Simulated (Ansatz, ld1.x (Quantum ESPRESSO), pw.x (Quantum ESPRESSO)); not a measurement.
Equation-of-state test of one TM potential (rhenium)

Re (Z = 75), norm-conserving Troullier–Martins (Kleinman–Bylander form), made with ld1.x (Quantum ESPRESSO) 7.5 (PBE, scalar-relativistic). Core [Xe] 4f14, reference 5d5 6s2 6p0. Waves: 6s (bound): rc 2.65 bohr; 5d (bound): rc 1.65 bohr; 6p (bound, empty): rc 2.85 bohr. Local part: the p channel. Core correction: a·sin(br)/r model core inside 1.20 bohr.

Crystal test: bcc Re in pw.x 7.5, no spin, 15³ k-points, Fermi–Dirac smearing 0.01 Ry, cutoffs 55/220 Ry. The reference is all-electron LAPW (Ansatz 0.2.0) with the same functional, mesh and smearing; V0 and B0 come from Birch–Murnaghan fits to the pressures at five volumes. Errors are pseudo minus all-electron; Δ is the rms difference of the E(V) curves that follow from these fits, minima aligned, over ±6 % about the mean V0. Mesh and smearing are coarse, so the numbers serve the comparison and aren't converged zero-temperature values; the lattice is a test structure that the element need not adopt.

All-electron: a0 = 3.115 Å (V0 = 15.12 Å³/atom), B0 = 350.4 GPa.

Q: How far does the potential miss the all-electron equation of state?

A: mean pressure error (GPa): +46.84. The pressure does not cross zero within the volumes sampled, so no fit is given. The largest radius (2.85 bohr) exceeds half the bond length (2.55 bohr), so the spheres overlap, which is one possible source of error among others. This is a poor potential for the solid. Atomic configuration tests: 1 of 7 tests not solved or not reliable.

```json
{"V (Å³/atom)": "14.327", "P all-electron (GPa)": "21.30", "P pseudo (GPa)": "78.06"}
{"V (Å³/atom)": "14.704", "P all-electron (GPa)": "10.39", "P pseudo (GPa)": "61.60"}
{"V (Å³/atom)": "15.081", "P all-electron (GPa)": "0.89", "P pseudo (GPa)": "47.20"}
{"V (Å³/atom)": "15.458", "P all-electron (GPa)": "-7.39", "P pseudo (GPa)": "34.52"}
{"V (Å³/atom)": "15.835", "P all-electron (GPa)": "-14.60", "P pseudo (GPa)": "23.43"}
```

Q: At the middle volume, how do free energy and pressure move when the wave cutoff is lowered (ecutrho kept at four times it)?

A:

```
cutoff (Ry)  shift of F (meV/atom)  shift of P (GPa)
         25                 +822.9            -44.80
         33                  +42.0             -2.96
         44                   +2.4             +0.65
```

The run at the middle volume (120 k-points, 6 iterations) took about 7.2 s on one core of a shared host (Neoverse-V1, 32 threads, 247 GiB, load 16).
